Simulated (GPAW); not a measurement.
**Does Co1 on Ta4 110 carry moments in GPAW?**

Aim: find out whether Co1 on Ta4 110 carries moments when they start parallel, and what they gain.

Main program and level: GPAW 26.7.0; PBE; plane waves with GPAW's PAW setups, scalar-relativistic.

### 1. The structure

The cell holds 5 atoms: 4 Ta and 1 Co. Its edges and angles: a = 2.860 Å, b = 2.860 Å, c = 20.886 Å, α = 90.0°, β = 90.0°, γ = 109.5°. ideal sites on the substrate's mesh, layer spacings from atomic volumes, unrelaxed, 12 A of vacuum. Vacuum lies along c.

### 2. Start 1: ferro +

Parallel moments need no larger cell; this start tests for a ferromagnetic state only.

order1.py

```python
import json
import numpy as np
from ase import Atoms
from ase.parallel import paropen, parprint
from gpaw import GPAW

atoms = Atoms(['Ta', 'Ta', 'Ta', 'Ta', 'Co'],
    cell=[[1.6515, -2.335574, 0.0],
         [1.6515, 2.335574, 0.0],
         [0.0, 0.0, 20.88598]],
    scaled_positions=[[0.0, 0.0, 0.287274],
         [0.5, 0.5, 0.39899],
         [0.0, 0.0, 0.510706],
         [0.5, 0.5, 0.622422],
         [0.0, 0.0, 0.712726]],
    pbc=True,
    magmoms=[0.0, 0.0, 0.0, 0.0, 1.8])
atoms.calc = GPAW(mode={'name': 'pw', 'ecut': 450},
    xc='PBE',
    kpts={'size': (18, 18, 1), 'gamma': True},
    occupations={'name': 'fermi-dirac', 'width': 0.05},
    convergence={'density': 1e-05, 'energy': 1e-05},
    maxiter=200,
    mixer={'name': 'pulay', 'beta': 0.03, 'nmaxold': 8, 'weight': 100},
    symmetry={'tolerance': 1e-4},
    txt='order1.txt')
e = atoms.get_potential_energy(force_consistent=True)
res = {'free_energy': e, 'energy_sigma0': atoms.get_potential_energy(), 'fermi_energy': atoms.calc.get_fermi_level()}
res['moments'] = atoms.get_magnetic_moments().tolist()
res['total'] = atoms.get_magnetic_moment()
parprint('site moments (muB):', np.round(res['moments'], 3))
parprint(f"total moment: {res['total']:.3f} muB")
parprint(f'free energy: {e:.6f} eV')
atoms.calc.write('order1.gpw')
with paropen('results.json', 'w') as f:
    json.dump(res, f)
```

The run is started by

```console
OMP_NUM_THREADS=1 mpirun -n 4 gpaw python order1.py > order1.log
```

Numbers of over 12 decimals in the logs are rounded to 6 here.

The log of the run:

```text
site moments (muB): [-0.006  0.017  0.007  0.013  1.403]
total moment: 1.433 muB
free energy: -45.287218 eV

--- order1.txt ---
Input parameters:
  mode=PW(ecut=450),
  convergence={'density': 1e-05, 'energy': 1e-05},
  kpts=MonkhorstPack(size=(18, 18, 1), gamma=True),
  maxiter=200,
  mixer=Pulay(name='pulay', nmaxold=8, beta=0.03, weight=100, sigma=0.015, g_ss=None),
  occupations=Occupations(name='fermi-dirac', width=0.05),
  symmetry=Symmetry(tolerance=0.0001),
  xc=XC(name='PBE')

Diagonalizing LCAO Hamiltonian
Converting LCAO to pw mode

       Co

           Ta

       Ta

           Ta

       Ta

Atoms  # Å, Bohr magnetons
|   | symbol |        x |        y |         z |    initial magnetic moments |
|---|--------|----------|----------|-----------|-----------------------------|
| 0 |     Ta | 0.000000 | 0.000000 |  5.999999 | ( 0.0000,  0.0000,  0.0000) |
| 1 |     Ta | 1.651500 | 0.000000 |  8.333297 | ( 0.0000,  0.0000,  0.0000) |
| 2 |     Ta | 0.000000 | 0.000000 | 10.666595 | ( 0.0000,  0.0000,  0.0000) |
| 3 |     Ta | 1.651500 | 0.000000 | 12.999893 | ( 0.0000,  0.0000,  0.0000) |
| 4 |     Co | 0.000000 | 0.000000 | 14.885981 | ( 0.0000,  0.0000,  1.8000) |

Unit cell  # Å
| periodic |        x |         y |         z |   lengths |     angles |
|----------|----------|-----------|-----------|-----------|------------|
|      yes | 1.651500 | -2.335574 |  0.000000 |  2.860482 |  90.000000 |
|      yes | 1.651500 |  2.335574 |  0.000000 |  2.860482 |  90.000000 |
|      yes | 0.000000 |  0.000000 | 20.885980 | 20.885980 | 109.471228 |

Number of symmetries: 4

BZ-sampling:
  Number of BZ points: 324
  Number of IBZ points: 91

  Monkhorst-Pack size: [18, 18, 1]
  Monkhorst-Pack shift: [0.027778, 0.027778, 0.0]

K-points  # in reciprocal-cell coordinates
|     |                                coordinates |     weight |
|-----|--------------------------------------------|------------|
|   0 | ( -0.00000000,  -0.00000000,   0.00000000) | 0.00308642 |
|   1 | (  0.05555556,  -0.05555556,   0.00000000) | 0.00617284 |
|   2 | (  0.05555556,  -0.00000000,   0.00000000) | 0.01234568 |
|   3 | (  0.05555556,   0.05555556,   0.00000000) | 0.00617284 |
|   4 | (  0.11111111,  -0.11111111,   0.00000000) | 0.00617284 |
|   5 | (  0.11111111,  -0.05555556,   0.00000000) | 0.01234568 |
|   6 | (  0.11111111,  -0.00000000,   0.00000000) | 0.01234568 |
|   7 | (  0.11111111,   0.05555556,   0.00000000) | 0.01234568 |
|   8 | (  0.11111111,   0.11111111,   0.00000000) | 0.00617284 |
|   9 | (  0.16666667,  -0.16666667,   0.00000000) | 0.00617284 |
| ... |                                            |            |
|  90 | (  0.50000000,   0.50000000,   0.00000000) | 0.00308642 |

Plane wave coefficients: 3536
Cutoff: 450.000000 eV

Spin-components: 2 (collinear spins)
Bands:           42
Projectors:      30
Spin-degeneracy: 1
Datatype:        complex128

Parallelization:
  kpt:    4
  domain: 1
  band:   1

Density:
  Valence electrons: 61.0
  Components: 2
  Grid points: [ 14  14 105]
  Charge: 0.0  # |e|

Potential:
  Grid points: [ 14  14 105]

species:
  Ta:
    name:    Tantalum
    Z:       73.0
    valence: 13
    core:    60
    charge:  0.0  # [|e|]
    compensation charges:
      type: gauss
      rc: 0.42  # [Å]
      lmax: 2
    cutoffs:
      filter: 2.36  # [Å]
      core: 3.45  # [Å]
    projectors
    | kind |    occ | energy [eV] | rcut [Å] |
    |------|--------|-------------|----------|
    |   5s |  2.000 |     -72.790 |    1.365 |
    |   6s |  2.000 |      -5.429 |    1.365 |
    |   5p |  6.000 |     -39.427 |    1.349 |
    |   6p |  0.000 |      -1.396 |    1.349 |
    |   5d |  3.000 |      -3.603 |    1.307 |
    |    d |        |      23.609 |    1.307 |

    Using partial waves for Ta as LCAO basis

  Co:
    name:    Cobalt
    Z:       27.0
    valence: 9
    core:    18
    charge:  0.0  # [|e|]
    compensation charges:
      type: gauss
      rc: 0.32  # [Å]
      lmax: 2
    cutoffs:
      filter: 1.87  # [Å]
      core: 2.55  # [Å]
    projectors
    | kind |    occ | energy [eV] | rcut [Å] |
    |------|--------|-------------|----------|
    |   4s |  2.000 |      -5.469 |    1.005 |
    |   4p |  0.000 |      -1.277 |    1.058 |
    |   3d |  7.000 |      -8.205 |    1.005 |
    |    s |        |      21.742 |    1.005 |
    |    p |        |      25.934 |    1.058 |
    |    d |        |      19.007 |    1.005 |

    Using partial waves for Co as LCAO basis

Reference energy: -1734592.475509  # eV

eigensolver:
  PPCG
  Converge bands: occupied
  niter=2

density mixing:
  Pulay-Mixer
  Linear mixing parameters: 0.03
  Old densities: 8
  Fourier metric: weight=100, sigma=0.015

occupation numbers:
  Fermi-Dirac:
    width: 0.0500  # eV

poisson solver:
  ecut: 3600.000000  # eV

xc functional:
  name: PBE with 2 nearest neighbor stencil

convergence criteria:
- Maximum integral of absolute [dens]ity change: 1e-05 electrons / valence electron
- Maximum [total energy] change in last 3 cyles: 1e-05 eV / valence electron
- Maximum integral of absolute [eigenst]ate change: 4e-08 eV^2 / valence electron
maximum number of iterations: 200

SCF iterations
|iter     |      energy | eigst |  dens |  magmom |
|---------|-------------|-------|-------|---------|
|iter:   1|       0s |  -47.788668 | +0.14 |       |  +1.8032|
|iter:   2|       8s |  -48.900794 | -1.18 | -0.96 |  +1.7711|
|iter:   3|      17s |  -46.520468 | -1.74 | -0.95 |  +1.7757|
|iter:   4|      25s |  -46.273376 | -2.48 | -1.08 |  +1.7601|
|iter:   5|      33s |  -45.834707 | -1.88 | -1.13 |  +1.7222|
|iter:   6|      42s |  -45.428258 | -1.49 | -1.23 |  +1.6612|
|iter:   7|      50s |  -45.323373 | -1.80 | -1.39 |  +1.6174|
|iter:   8|      58s |  -45.333588 | -1.93 | -1.48 |  +1.6098|
|iter:   9|      67s |  -45.233706 | -1.81 | -1.51 |  +1.5286|
|iter:  10|      75s |  -45.229609 | -2.85 | -1.78 |  +1.5146|
[... 28 iterations left out ...]
|iter:  39|     306s |  -45.262562c| -7.66c| -4.26 |  +1.4329|
|iter:  40|     310s |  -45.262563c| -8.35c| -4.45 |  +1.4330|
|iter:  41|     314s |  -45.262564c| -8.21c| -4.47 |  +1.4330|
|iter:  42|     318s |  -45.262563c| -8.57c| -4.52 |  +1.4330|
|iter:  43|     322s |  -45.262562c| -8.26c| -4.55 |  +1.4330|
|iter:  44|     326s |  -45.262562c| -8.47c| -4.64 |  +1.4330|
|iter:  45|     330s |  -45.262563c| -8.06c| -4.72 |  +1.4331|
|iter:  46|     334s |  -45.262563c| -8.34c| -4.91 |  +1.4331|
|iter:  47|     338s |  -45.262562c| -8.13c| -4.93 |  +1.4330|
|iter:  48|     342s |  -45.262561c| -8.64c| -5.00c|  +1.4329|

Converged in 48 steps
Energy contributions relative to reference atoms: (reference = -1734592.475509)

Energy contributions:
  Kinetic:          31.024961
  Coulomb:         -33.004412
  Zero:             -0.803801
  External:          0.000000
  Xc:              -42.454653
  Entropy:          -0.049313
  Spinorbit:         0.000000
  ----------------------------
  Free energy:     -45.287218
  Extrapolated:    -45.262561

dipole moment: (-32.585881, -0.000000, 0.086504)  # |e|*Ang

Total magnetic moment: (0.000000, 0.000000, 1.432947)

Local magnetic moments
|        x |        y |         z |
|----------|----------|-----------|
| 0.000000 | 0.000000 | -0.006272 |  # Ta   0
| 0.000000 | 0.000000 |  0.017334 |  # Ta   1
| 0.000000 | 0.000000 |  0.006887 |  # Ta   2
| 0.000000 | 0.000000 |  0.012736 |  # Ta   3
| 0.000000 | 0.000000 |  1.403424 |  # Co   4

Fermi level: 4.073
Eigenvalues  # (at kpt = [-0.000, -0.000, 0.000])
| band index |      eig [eV] | occ [0-1] |      eig [eV] | occ [0-1] |
|------------|---------------|-----------|---------------|-----------|
|          0 |       -63.311 |     1.000 |       -63.314 |     1.000 |
|        ... |               |           |               |           |
|         22 |         2.209 |     1.000 |         2.743 |     1.000 |
|         23 |         2.256 |     1.000 |         3.033 |     1.000 |
|         24 |         2.397 |     1.000 |         3.303 |     1.000 |
|         25 |         2.580 |     1.000 |         3.395 |     1.000 |
|         26 |         2.653 |     1.000 |         3.646 |     1.000 |
|         27 |         3.074 |     1.000 |         3.696 |     0.999 |
|         28 |         3.690 |     1.000 |         3.928 |     0.948 |
|         29 |         3.743 |     0.999 |         4.094 |     0.396 |
|         30 |         4.289 |     0.013 |         4.468 |     0.000 |
|         31 |         4.457 |     0.000 |         4.505 |     0.000 |
|         32 |         4.553 |     0.000 |         4.602 |     0.000 |
|         33 |         4.916 |     0.000 |         5.088 |     0.000 |
|         34 |         5.224 |     0.000 |         5.280 |     0.000 |
|         35 |         5.639 |     0.000 |         5.719 |     0.000 |
|         36 |         6.528 |     0.000 |         6.589 |     0.000 |
|        ... |               |           |               |           |
|         41 |         7.920 |     0.000 |         7.886 |     0.000 |

No gap
No difference between direct/indirect transitions
```

Run time: 6 min. Hardware: 4 MPI ranks of Arm Neoverse V2, shared host; peak memory 1.3 GiB; 24 min of CPU time.

Spin moment in the augmentation sphere by atom:

```
atom  spin moment in the augmentation sphere (μB)
 Ta1                                        -0.01
 Ta2                                         0.02
 Ta3                                         0.01
 Ta4                                         0.01
 Co5                                         1.40
```

Numbers from this step:

```yaml
magnetization: 1.433 μB
final_state: ferromagnetic
```

After 48 cycles the largest moment stands at 1.40 μB.

### 3. Start 2: no spin polarisation

This run holds no moments, which gives a state to set the others against.

nospin.py is the script of step 2 with these lines changed:

```diff
@@ -15,4 +15,3 @@
          [0.0, 0.0, 0.712726]],
-    pbc=True,
-    magmoms=[0.0, 0.0, 0.0, 0.0, 1.8])
+    pbc=True)
 atoms.calc = GPAW(mode={'name': 'pw', 'ecut': 450},
@@ -25,11 +24,7 @@
     symmetry={'tolerance': 1e-4},
-    txt='order1.txt')
+    txt='nospin.txt')
 e = atoms.get_potential_energy(force_consistent=True)
 res = {'free_energy': e, 'energy_sigma0': atoms.get_potential_energy(), 'fermi_energy': atoms.calc.get_fermi_level()}
-res['moments'] = atoms.get_magnetic_moments().tolist()
-res['total'] = atoms.get_magnetic_moment()
-parprint('site moments (muB):', np.round(res['moments'], 3))
-parprint(f"total moment: {res['total']:.3f} muB")
 parprint(f'free energy: {e:.6f} eV')
-atoms.calc.write('order1.gpw')
+atoms.calc.write('nospin.gpw')
 with paropen('results.json', 'w') as f:
```

The run is started by

```console
OMP_NUM_THREADS=1 mpirun -n 4 gpaw python nospin.py > nospin.log
```

The log of the run:

```text
free energy: -45.147886 eV

--- nospin.txt ---
Input parameters:
  mode=PW(ecut=450),
  convergence={'density': 1e-05, 'energy': 1e-05},
  kpts=MonkhorstPack(size=(18, 18, 1), gamma=True),
  maxiter=200,
  mixer=Pulay(name='pulay', nmaxold=8, beta=0.03, weight=100, sigma=0.015, g_ss=None),
  occupations=Occupations(name='fermi-dirac', width=0.05),
  symmetry=Symmetry(tolerance=0.0001),
  xc=XC(name='PBE')

Diagonalizing LCAO Hamiltonian
Converting LCAO to pw mode

       Co

           Ta

       Ta

           Ta

       Ta

Atoms  # Å, Bohr magnetons
|   | symbol |        x |        y |         z |    initial magnetic moments |
|---|--------|----------|----------|-----------|-----------------------------|
| 0 |     Ta | 0.000000 | 0.000000 |  5.999999 | ( 0.0000,  0.0000,  0.0000) |
| 1 |     Ta | 1.651500 | 0.000000 |  8.333297 | ( 0.0000,  0.0000,  0.0000) |
| 2 |     Ta | 0.000000 | 0.000000 | 10.666595 | ( 0.0000,  0.0000,  0.0000) |
| 3 |     Ta | 1.651500 | 0.000000 | 12.999893 | ( 0.0000,  0.0000,  0.0000) |
| 4 |     Co | 0.000000 | 0.000000 | 14.885981 | ( 0.0000,  0.0000,  0.0000) |

Unit cell  # Å
| periodic |        x |         y |         z |   lengths |     angles |
|----------|----------|-----------|-----------|-----------|------------|
|      yes | 1.651500 | -2.335574 |  0.000000 |  2.860482 |  90.000000 |
|      yes | 1.651500 |  2.335574 |  0.000000 |  2.860482 |  90.000000 |
|      yes | 0.000000 |  0.000000 | 20.885980 | 20.885980 | 109.471228 |

Number of symmetries: 4

BZ-sampling:
  Number of BZ points: 324
  Number of IBZ points: 91

  Monkhorst-Pack size: [18, 18, 1]
  Monkhorst-Pack shift: [0.027778, 0.027778, 0.0]

Plane wave coefficients: 3536
Cutoff: 450.000000 eV

Spin-components: 1 (collinear spins)
Bands:           41
Projectors:      30
Spin-degeneracy: 2
Datatype:        complex128

Parallelization:
  kpt:    4
  domain: 1
  band:   1

Density:
  Valence electrons: 61.0
  Components: 1
  Grid points: [ 14  14 105]
  Charge: 0.0  # |e|

Potential:
  Grid points: [ 14  14 105]

[... setups left out ...]
Reference energy: -1734592.475509  # eV

eigensolver:
  PPCG
  Converge bands: occupied
  niter=2

density mixing:
  Pulay-Mixer
  Linear mixing parameters: 0.03
  Old densities: 8
  Fourier metric: weight=100, sigma=0.015

occupation numbers:
  Fermi-Dirac:
    width: 0.0500  # eV

poisson solver:
  ecut: 3600.000000  # eV

xc functional:
  name: PBE with 2 nearest neighbor stencil

convergence criteria:
- Maximum integral of absolute [dens]ity change: 1e-05 electrons / valence electron
- Maximum [total energy] change in last 3 cyles: 1e-05 eV / valence electron
- Maximum integral of absolute [eigenst]ate change: 4e-08 eV^2 / valence electron
maximum number of iterations: 200

SCF iterations
|iter     |      energy | eigst |  dens |
|---------|-------------|-------|-------|
|iter:   1|       0s |  -48.259474 | +0.13 |       |
|iter:   2|       5s |  -49.901498 | -1.02 | -1.02 |
|iter:   3|       9s |  -46.711504 | -1.53 | -0.96 |
|iter:   4|      13s |  -46.433415 | -2.46 | -1.13 |
|iter:   5|      17s |  -45.808109 | -1.66 | -1.16 |
|iter:   6|      21s |  -46.002518 | -1.57 | -1.30 |
|iter:   7|      26s |  -45.349673 | -1.59 | -1.24 |
|iter:   8|      30s |  -45.321532 | -2.30 | -1.48 |
|iter:   9|      34s |  -45.167181 | -2.56 | -1.46 |
|iter:  10|      38s |  -45.138834 | -2.02 | -1.64 |
[... 16 iterations left out ...]
|iter:  27|     108s |  -45.112685c| -7.42c| -4.00 |
|iter:  28|     112s |  -45.112687c| -6.99 | -4.06 |
|iter:  29|     116s |  -45.112685c| -6.88 | -4.19 |
|iter:  30|     118s |  -45.112685c| -7.69c| -4.40 |
|iter:  31|     121s |  -45.112685c| -7.43c| -4.44 |
|iter:  32|     122s |  -45.112685c| -7.74c| -4.53 |
|iter:  33|     124s |  -45.112684c| -7.46c| -4.59 |
|iter:  34|     126s |  -45.112684c| -8.08c| -4.81 |
|iter:  35|     128s |  -45.112684c| -7.99c| -4.88 |
|iter:  36|     130s |  -45.112684c| -8.44c| -5.06c|

Converged in 36 steps
Energy contributions relative to reference atoms: (reference = -1734592.475509)

Energy contributions:
  Kinetic:          29.056695
  Coulomb:         -31.396245
  Zero:             -0.798494
  External:          0.000000
  Xc:              -41.939437
  Entropy:          -0.070404
  Spinorbit:         0.000000
  ----------------------------
  Free energy:     -45.147886
  Extrapolated:    -45.112684

dipole moment: (-32.574573, -0.000000, 0.070064)  # |e|*Ang

Fermi level: 4.020
Eigenvalues  # (at kpt = [-0.000, -0.000, 0.000])
| band index |      eig [eV] | occ [0-2] |
|------------|---------------|-----------|
|          0 |       -63.370 |     2.000 |
|        ... |               |           |
|         22 |         2.657 |     2.000 |
|         23 |         2.956 |     2.000 |
|         24 |         3.067 |     2.000 |
|         25 |         3.173 |     2.000 |
|         26 |         3.353 |     2.000 |
|         27 |         3.629 |     1.999 |
|         28 |         3.633 |     1.999 |
|         29 |         3.786 |     1.982 |
|         30 |         4.342 |     0.003 |
|         31 |         4.414 |     0.001 |
|         32 |         4.524 |     0.000 |
|         33 |         4.947 |     0.000 |
|         34 |         5.203 |     0.000 |
|         35 |         5.751 |     0.000 |
|         36 |         6.528 |     0.000 |
|         37 |         7.192 |     0.000 |
|        ... |               |           |
|         40 |         7.730 |     0.000 |

No gap
No difference between direct/indirect transitions
```

Run time: 2.3 min. Hardware: 4 MPI ranks; peak memory 1 GiB; 9.2 min of CPU time.

Numbers from this step:

| Item | Value |
| --- | --- |
| final state | non-magnetic (no spin polarisation) |

It lies 139 meV a seeded atom over the first start.

### 4. Energies of the orders

These are free energies at a smearing of 0.05 eV, so its entropy term is in the differences. They are divided by the number of seeded atoms, so that cells of unlike size compare.

Orders:

```csv
start,final state,typed order kept,energy over the lowest (meV a seeded atom),largest site moment (μB),net moment (μB a primitive cell),mesh matched,CPU time (s)
ferro +,ferromagnetic,yes,0,1.403,1.433,yes,1428
no spin polarisation,non-magnetic,-,139.3,0,0,yes,553.8
```

### 5. What came out

- lower run: with moments
- largest site moment: 1.40 μB
- energy gained by spin polarisation: 139 meV a seeded atom

What this shows: The crystal holds moments, up to 1.40 μB, and gains 139 meV a seeded atom by them. No antiferromagnetic order was tried, so the session says nothing on how the moments order.

[Logs and program files are shortened in this print: banners, set-up blocks, solver, clock and traceback lines can be left out without a mark of their own.]

[Logs are printed without paths, hosts, clocks, repeated set-up lines and the standing remarks that a program may print on its own settings, such as how far it seeks lower states.]

[Hosts, paths, dates, database ids (printed as entryN), source tags and the programs' standing remarks are cut or masked in the printed files.]

[Where a cell is said to come from a database of computed structures, the database is the Materials Project.]
